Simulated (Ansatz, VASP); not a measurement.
## One calculation of Pd, two programs

```
Pd
1.0
     2.65589    0.00000    0.00000
     0.00000    2.65589    0.00000
     0.00000    0.00000    2.65589
Pd
1
Direct
  0.00000 0.00000 0.00000
```

Alike in both runs: task single point; functional r2SCAN; k mesh 14 × 14 × 14; occupations fermi-dirac, width 0.1 eV; no spin polarisation.

|  | VASP | Ansatz |
| --- | --- | --- |
| version | VASP 6.6.1 | Ansatz 0.2.0 |
| potentials or method | VASP PAW PBE potentials, release 64 (Pd) | plane waves (500 eV) with PAW, scalar-relativistic |
| plane-wave cutoff (eV) | 520 | 500 |
| valence electrons in the cell | 10 | 18 |

```csv
,VASP,Ansatz,Ansatz less VASP
pressure (GPa),-8.1,-8.4,-0.30
```

The two sets of potentials don't hold the same shells in valence.

Caveats: the PAW data sets were made with another functional, which shifts forces and pressure a little (VASP).
